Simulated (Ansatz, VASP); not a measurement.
**Sn3Ge29 (random alloy of the diamond Ge-Sn line, x = 0.0938): VASP beside Ansatz**

Aim: how closely do two programs agree when they are given the same cell, functional and k mesh? Of the first pair: The structure shown is the start of the Ansatz relaxation below; VASP solves that cell, so the two are compared at the walk's first step.

Method: plane waves, with VASP 6.6.1 beside it; PBE, in Ansatz 0.2.0.

## Step 1: The starting structure

The cell holds 64 atoms: 58 Ge and 6 Sn. Cell: a = 11.687 Å, b = 11.687 Å, c = 11.687 Å, α = 90.0°, β = 90.0°, γ = 90.0°. It derives from Ge (diamond Ge-Sn), repeated 2×2×2. Diamond Ge-Sn: 64 atoms, 6 of 64 Ge sites given to Sn at random, cell and internal coordinates interpolated linearly between the end members (Vegard's rule); (so at first; earlier steps may have moved the atoms), displaced by a Gaussian of 0.02 A. Lattice constants are starting values near those of PBE.

## Step 2: Ansatz: relaxation, PBE

Ansatz runs on its default PAW (the set named soft_2) files.

The two programs are compared at the cell with which this relaxation starts, whose forces are those of its first step.

input.yaml reads:

```yaml
crystal:
  lattice:
    - [11.68732, 0.0, 0.0]
    - [0.0, 11.68732, 0.0]
    - [0.0, 0.0, 11.68732]
  atoms:
    - { symbol: Ge, position: [0.00278, 0.99895, 0.9991] }
    - { symbol: Ge, position: [0.12316, 0.12648, 0.12106] }
    - { symbol: Ge, position: [0.00299, 0.2487, 0.25055] }
    - { symbol: Ge, position: [0.12457, 0.3775, 0.37147] }
    - { symbol: Sn, position: [0.24945, 0.99934, 0.25194] }
    - { symbol: Ge, position: [0.37312, 0.1247, 0.3735] }
    - { symbol: Ge, position: [0.25007, 0.251, 0.99812] }
    - { symbol: Ge, position: [0.37696, 0.37654, 0.12586] }
    - { symbol: Ge, position: [0.00154, 0.99883, 0.49979] }
    - { symbol: Sn, position: [0.1234, 0.12454, 0.62591] }
    - { symbol: Ge, position: [0.99882, 0.24932, 0.74882] }
    - { symbol: Ge, position: [0.12355, 0.37385, 0.87498] }
    - { symbol: Sn, position: [0.24809, 0.0004, 0.75284] }
    - { symbol: Ge, position: [0.37627, 0.12467, 0.87348] }
    - { symbol: Ge, position: [0.24872, 0.2529, 0.50009] }
    - { symbol: Ge, position: [0.37391, 0.37533, 0.62859] }
    - { symbol: Ge, position: [0.00021, 0.50106, 0.00051] }
    - { symbol: Ge, position: [0.1244, 0.62304, 0.1244] }
    - { symbol: Ge, position: [0.99964, 0.751, 0.25144] }
    - { symbol: Ge, position: [0.12659, 0.87549, 0.37651] }
    - { symbol: Ge, position: [0.24871, 0.50214, 0.25088] }
    - { symbol: Ge, position: [0.37449, 0.62584, 0.37487] }
    - { symbol: Ge, position: [0.25194, 0.7526, 0.00374] }
    - { symbol: Ge, position: [0.37261, 0.87253, 0.12414] }
    - { symbol: Ge, position: [0.00027, 0.5015, 0.50054] }
    - { symbol: Ge, position: [0.12154, 0.62448, 0.62642] }
    - { symbol: Ge, position: [0.00039, 0.7513, 0.74962] }
    - { symbol: Ge, position: [0.12466, 0.87532, 0.8757] }
    - { symbol: Ge, position: [0.25034, 0.5002, 0.74885] }
    - { symbol: Ge, position: [0.37565, 0.62521, 0.87693] }
    - { symbol: Ge, position: [0.25205, 0.75032, 0.49936] }
    - { symbol: Ge, position: [0.37391, 0.87572, 0.62513] }
    - { symbol: Ge, position: [0.49941, 7.0e-05, 0.99894] }
    - { symbol: Ge, position: [0.62619, 0.12423, 0.1271] }
    - { symbol: Sn, position: [0.50069, 0.25102, 0.24813] }
    - { symbol: Ge, position: [0.62529, 0.37627, 0.37337] }
    - { symbol: Ge, position: [0.74954, 6.0e-05, 0.24765] }
    - { symbol: Ge, position: [0.87554, 0.12645, 0.37353] }
    - { symbol: Ge, position: [0.7506, 0.24775, 0.99993] }
    - { symbol: Ge, position: [0.87223, 0.37692, 0.1257] }
    - { symbol: Ge, position: [0.49996, 0.99867, 0.50218] }
    - { symbol: Ge, position: [0.62837, 0.12182, 0.62712] }
    - { symbol: Ge, position: [0.50279, 0.25058, 0.74795] }
    - { symbol: Ge, position: [0.62648, 0.37469, 0.87397] }
    - { symbol: Ge, position: [0.7479, 0.00094, 0.75136] }
    - { symbol: Ge, position: [0.87393, 0.12589, 0.87304] }
    - { symbol: Ge, position: [0.75137, 0.25008, 0.49968] }
    - { symbol: Ge, position: [0.87483, 0.37649, 0.62628] }
    - { symbol: Ge, position: [0.50091, 0.50024, 0.00013] }
    - { symbol: Ge, position: [0.62606, 0.6254, 0.12617] }
    - { symbol: Sn, position: [0.49947, 0.74583, 0.25178] }
    - { symbol: Ge, position: [0.62874, 0.87576, 0.37483] }
    - { symbol: Ge, position: [0.74977, 0.4998, 0.25003] }
    - { symbol: Ge, position: [0.87308, 0.62412, 0.37329] }
    - { symbol: Ge, position: [0.75043, 0.74949, 0.00085] }
    - { symbol: Ge, position: [0.8747, 0.87669, 0.12537] }
    - { symbol: Sn, position: [0.50375, 0.49675, 0.49889] }
    - { symbol: Ge, position: [0.62654, 0.62933, 0.62457] }
    - { symbol: Ge, position: [0.50007, 0.74961, 0.75228] }
    - { symbol: Ge, position: [0.62451, 0.87616, 0.87445] }
    - { symbol: Ge, position: [0.74782, 0.50054, 0.75086] }
    - { symbol: Ge, position: [0.87721, 0.62481, 0.87394] }
    - { symbol: Ge, position: [0.75096, 0.75041, 0.50048] }
    - { symbol: Ge, position: [0.87487, 0.87699, 0.62563] }
kpoints:
  mp_grid: { grid: [1, 1, 1] }
hamiltonian:
  xc: pbe
scf:
  occupations: { method: fermi_dirac, width: 0.025 }
output:
  forces: true
relax:
  f_tol: 0.04
  max_steps: 150
  cell: {}
```

Started as:

```bash
> ansatz run input.yaml --threads 4 --pin off --max-ram 8192MiB --backend cpu --events-out ev --progress --plain --runs-dir out
```

Numbers of over 12 decimals in the logs are rounded to 6 here.

Log:

```text
Engine: ansatz 0.2.0, aarch64-unknown-linux-gnu
Pseudopotentials: kind: paw
Pseudopotential: Ge, paw, valence charge 14, recommended cutoff 420 eV (normal), Ge.paw.azcp
Pseudopotential: Sn, paw, valence charge 14, recommended cutoff 420 eV (normal), Sn.paw.azcp
Functional definition: PBE
  parameter kappa = 0.804
  parameter beta = 0.066725
  exchange = pbe_x(kappa = kappa, mu = beta*pi^2/3)
  correlation = pbe_c(beta = beta)
Crystal: 64 atoms, lattice volume = 1596.411 Å³
Basis set: ecut = 420 eV, 31343 PW (Γ), exchange–correlation on 160×160×160 points (8 copies of the dense FFT grid, shifted against one another)
Bands: 538, of which v1, the nominal top of the filled ones, is band 448 counted from 1 (447 counted from 0)
Symmetry: 1 space group operations
Space group: P1 (ITA 1), of the structure as read, at distance tolerance 1.2e-4 Å
k-points: 1
Non-local potential: Ge, projectors of the file, l = 0: 2, l = 1: 2, l = 2: 3, l = 3: 1
Non-local potential: Sn, projectors of the file, l = 0: 2, l = 1: 2, l = 2: 2, l = 3: 2
PAW form: soft (Blöchl's): semilocal exchange-correlation on the pseudo side does not see the compensation charge
PAW one-centre angular grid: Ge, 590 points (default); XC on 64 Gauss nodes
PAW one-centre angular grid: Sn, 590 points (default); XC on 64 Gauss nodes
Initial density: superposition of atomic densities (neutral atoms: chi_scale 0, normalization atom), corrected by the library's trained network
Initial wavefunctions: pseudopotential atomic-orbital guess
Functional: x = pbe(κ = 0.804, μ = 0.219515), c = pbe(β = 0.066725)
SCF iter   1: F=—  HF=-285243.509236 eV  |F-HF|=—  |Δ(HF+E_count)|=         —  Δρ=2.98e-3  dr2=1.48e-1  ethr=1.77e-3  ⟨swp⟩=6.0  Hψ=1962  notcnv=0
preconditioner: auto → LDOS  [insulator: Δε(μ)=0.059 eV  Ē_g=22.010 eV  σ=0.025 eV  W_gap=0.50  n_scr=436 (ndim 8)  ℏωp=27.8 eV  f_vac=0.094  D(μ)=44.13/eV (n_scr^D=304)  ε∞_Penn≈2.6  β→1.0]
SCF iter   2: F=—  HF=-285243.493571 eV  |F-HF|=—  |Δ(HF+E_count)|=   1.57e-2  Δρ=1.64e-3  dr2=3.24e-2  ethr=1.65e-5  ⟨swp⟩=2.0  Hψ=1084  notcnv=0  defer=73
SCF iter   3: F=—  HF=-285243.471380 eV  |F-HF|=—  |Δ(HF+E_count)|=   2.22e-2  Δρ=5.30e-4  dr2=6.65e-3  ethr=3.61e-6  ⟨swp⟩=2.0  Hψ=930  notcnv=0  defer=73
SCF iter   4: F=—  HF=-285243.467470 eV  |F-HF|=—  |Δ(HF+E_count)|=   3.91e-3  Δρ=2.06e-4  dr2=1.49e-3  ethr=7.42e-7  ⟨swp⟩=2.0  Hψ=913  notcnv=0  defer=73
SCF iter   5: F=—  HF=-285243.467053 eV  |F-HF|=—  |Δ(HF+E_count)|=   4.17e-4  Δρ=7.10e-5  dr2=1.72e-4  ethr=1.66e-7  ⟨swp⟩=2.0  Hψ=916  notcnv=0  defer=73
SCF iter   6: F=—  HF=-285243.467007 eV  |F-HF|=—  |Δ(HF+E_count)|=   4.61e-5  Δρ=1.87e-5  dr2=1.71e-5  ethr=1.92e-8  ⟨swp⟩=2.0  Hψ=913  notcnv=0  defer=73
SCF iter   7: F=—  HF=-285243.468821 eV  |F-HF|=—  |Δ(HF+E_count)|=   1.81e-3  Δρ=8.81e-6  dr2=4.09e-6  ethr=1.91e-9  ⟨swp⟩=2.0  Hψ=914  notcnv=0  defer=73
SCF iter   8: F=—  HF=-285243.468821 eV  |F-HF|=—  |Δ(HF+E_count)|=   4.20e-7  Δρ=3.15e-6  dr2=6.67e-7  ethr=4.57e-10  ⟨swp⟩=2.0  Hψ=913  notcnv=0  defer=73
SCF iter   9: F=—  HF=-285243.468821 eV  |F-HF|=—  |Δ(HF+E_count)|=   4.67e-8  Δρ=1.36e-6  dr2=1.19e-7  ethr=7.44e-11  ⟨swp⟩=2.0  Hψ=569  notcnv=0  defer=73
SCF iter  10: F=-285243.468821 eV  HF=-285243.468821 eV  |F-HF|=1.04e-8  |Δ(HF+E_count)|=   1.33e-8  Δρ=5.42e-7  dr2=1.34e-8  ethr=1.12e-11  ⟨swp⟩=4.0  Hψ=1461  notcnv=0
SCF 1 converged in 10 iterations: F = -285243.468821 eV  dr2 = 1.34e-8
  greatest PAW one-centre occupation: 0.998 electrons in one spin orbital (limit 2), on the Ge atom at site 35 (counted from 0), in its partial waves of l = 2
relax step   1: F+E_penalty+E_count = -285243.46882100 eV  Δ(F+E_penalty+E_count) = +0.000e0 eV  max|allowed force component| = 1.711e0 eV/Å  Δτ_max = 0.0000 Å  P = +2.851 GPa  Ω = 1596.411 Å³  (10 SCF iters, dr2 threshold 1.00e-7 eV, accepted)
Crystal: 64 atoms, lattice volume = 1672.728 Å³
Basis set: ecut = 420 eV, 32665 PW (Γ), exchange–correlation on 160×160×160 points (8 copies of the dense FFT grid, shifted against one another)
Initial density: handed on by an earlier stage of this run
Initial wavefunctions: those handed on with the density
iter 1 solved again at ethr=7.48e-5 eV; its pass at ethr=3.10e-3 eV (dr2=6.71e-1 eV) is discarded
SCF iter   1: F=—  HF=-285245.948374 eV  |F-HF|=—  |Δ(HF+E_count)|=         —  Δρ=7.42e-3  dr2=6.72e-1  ethr=7.48e-5  ⟨swp⟩=3.0  Hψ=2574  notcnv=0
preconditioner: auto → LDOS  [insulator: Δε(μ)=0.072 eV  Ē_g=21.818 eV  σ=0.025 eV  W_gap=0.62  n_scr=436 (ndim 8)  ℏωp=27.2 eV  f_vac=0.112  D(μ)=28.66/eV (n_scr^D=170)  ε∞_Penn≈2.6  β→1.0]
SCF iter   2: F=—  HF=-285245.984924 eV  |F-HF|=—  |Δ(HF+E_count)|=   3.65e-2  Δρ=1.89e-3  dr2=1.10e-1  ethr=7.48e-5  ⟨swp⟩=7.0  Hψ=881  notcnv=0
SCF iter   3: F=—  HF=-285245.967770 eV  |F-HF|=—  |Δ(HF+E_count)|=   1.72e-2  Δρ=1.11e-3  dr2=4.22e-2  ethr=1.23e-5  ⟨swp⟩=7.0  Hψ=1153  notcnv=0
[...]
atom  12  Ge     0.00190814    -0.00801819     0.01545481
  atom  13  Sn    -0.00358573     0.00671953    -0.01454843
  atom  14  Ge    -0.00182465    -0.00067842     0.02066982
  atom  15  Ge     0.00239934     0.00359235    -0.01230376
  atom  16  Ge    -0.00249323     0.00012863     0.01348451
  atom  17  Ge     0.00018766     0.00500394    -0.01170598
  atom  18  Ge    -0.00166847    -0.00504835     0.00958197
  atom  19  Ge    -0.00294461     0.00612865    -0.01097973
  atom  20  Ge    -0.00035766    -0.00339160     0.01883119
  atom  21  Ge     0.00012168     0.00043990    -0.01403179
  atom  22  Ge     0.00531532    -0.00347517     0.01876951
  atom  23  Ge     0.00938251     0.00538521    -0.01117900
  atom  24  Ge    -0.00501487    -0.01025702     0.00776032
  atom  25  Ge    -0.00359435     0.00492311    -0.01202932
  atom  26  Ge    -0.00171279    -0.00530654     0.01193942
  atom  27  Ge    -0.00153455     0.00773976    -0.01385652
  atom  28  Ge    -0.00516603    -0.00067427     0.01680287
  atom  29  Ge     0.00716505    -0.00192905    -0.01547347
  atom  30  Ge    -0.00259431    -0.00231542     0.01658098
  atom  31  Ge     0.00510692     0.00649502    -0.01469770
  atom  32  Ge    -0.00138522    -0.00572107     0.00499686
  atom  33  Ge     0.00049559     0.00537579    -0.01342084
  atom  34  Ge     0.00157382    -0.00371157     0.01465785
  atom  35  Sn    -0.00349590     0.00590717    -0.01574738
[...]
atom  57  Sn    -0.00028271     0.00493516    -0.01869857
  atom  58  Ge     0.00227810    -0.00329707     0.00422080
  atom  59  Ge    -0.00079798    -0.00107111    -0.00706186
  atom  60  Ge     0.00003171    -0.00602746     0.01409091
  atom  61  Ge    -0.00166896     0.00333095    -0.01468781
  atom  62  Ge    -0.00014350    -0.00442694     0.01794581
  atom  63  Ge    -0.00184111     0.00533029    -0.01315283
  atom  64  Ge    -0.00136060    -0.00457580     0.01041381
  max |Σ_I F_I| component: 4.66e-7 eV/Å
--- Stress (GPa, compression-positive) ---
        0.009432      -0.021263      -0.027730
       -0.021263       0.004433       0.009414
       -0.027730       0.009414      -0.004286
  P = ⅓ Tr σ = 0.0032 GPa (0.032 kbar)
--- Relaxed structure (7 steps of the walk, 6 accepted, 1 SCFs on fresh bases) ---
  F+E_penalty+E_count = -285246.18331313 eV   max|allowed force component| = 2.067e-2 eV/Å   (the final SCF, on the basis selected at the relaxed cell)
  cell:  # Å, volume = 1659.1946 Å³
    - [11.865270, 0.00118515, -0.198384]
    - [0.00118515, 11.792973, 0.00722433]
    - [-0.198384, 0.00722433, 11.860911]
  atoms:
    - { symbol: Ge, position: [-0.00356846, 0.998744, 1.000638] }
    - { symbol: Ge, position: [0.117722, 0.134267, 0.118443] }
    - { symbol: Ge, position: [-0.00109395, 0.249591, 0.249306] }
    - { symbol: Ge, position: [0.122338, 0.379089, 0.371818] }
    - { symbol: Sn, position: [0.246907, 0.998586, 0.249669] }
    - { symbol: Ge, position: [0.377628, 0.126132, 0.386968] }
    - { symbol: Ge, position: [0.247775, 0.252572, 0.998802] }
    - { symbol: Ge, position: [0.368749, 0.385065, 0.119711] }
    - { symbol: Ge, position: [-0.010209, 0.991308, 0.493117] }
    - { symbol: Sn, position: [0.116790, 0.131991, 0.620166] }
    - { symbol: Ge, position: [0.991616, 0.257271, 0.756866] }
    - { symbol: Ge, position: [0.122657, 0.380614, 0.875684] }
    - { symbol: Sn, position: [0.257000, -0.00867692, 0.756828] }
    - { symbol: Ge, position: [0.382778, 0.134197, 0.882394] }
    - { symbol: Ge, position: [0.253549, 0.257719, 0.494900] }
    - { symbol: Ge, position: [0.370508, 0.372596, 0.634632] }
    - { symbol: Ge, position: [-0.000350787, 0.499342, 0.00118212] }
    - { symbol: Ge, position: [0.121695, 0.628101, 0.124170] }
    - { symbol: Ge, position: [0.997587, 0.745407, 0.249028] }
    - { symbol: Ge, position: [0.116982, 0.868382, 0.378699] }
    - { symbol: Ge, position: [0.243585, 0.499479, 0.246535] }
    - { symbol: Ge, position: [0.361337, 0.626071, 0.373271] }
    - { symbol: Ge, position: [0.248716, 0.743744, -0.00125744] }
    - { symbol: Ge, position: [0.374298, 0.878348, 0.110249] }
    - { symbol: Ge, position: [3.662527187343889e-5, 0.498410, 0.500455] }
    - { symbol: Ge, position: [0.123177, 0.624932, 0.627225] }
    - { symbol: Ge, position: [-0.00166072, 0.745425, 0.750177] }
[...]
- { symbol: Sn, position: [0.502260, 0.248802, 0.247567] }
[...]
- { symbol: Sn, position: [0.501795, 0.748747, 0.248394] }
[...]
- { symbol: Ge, position: [0.875188, 0.875490, 0.125991] }
    - { symbol: Sn, position: [0.501510, 0.499181, 0.502827] }
    - { symbol: Ge, position: [0.633359, 0.633536, 0.632779] }
    - { symbol: Ge, position: [0.503556, 0.747469, 0.752206] }
    - { symbol: Ge, position: [0.627509, 0.876734, 0.873230] }
    - { symbol: Ge, position: [0.751124, 0.499113, 0.752673] }
    - { symbol: Ge, position: [0.876068, 0.626028, 0.875615] }
    - { symbol: Ge, position: [0.753146, 0.749417, 0.501357] }
    - { symbol: Ge, position: [0.874429, 0.876047, 0.628180] }
```

(Part 1 of 2 ends here.)

[Lines on the potential files, build, host, timing and source positions are cut from VASP's logs without a mark.]

[Logs are printed without paths, hosts, clocks, repeated set-up lines and the standing remarks that a program may print on its own settings, such as how far it seeks lower states.]

[Hosts, paths, dates, database ids (printed as entryN), source tags and the programs' standing remarks are cut or masked in the printed files.]
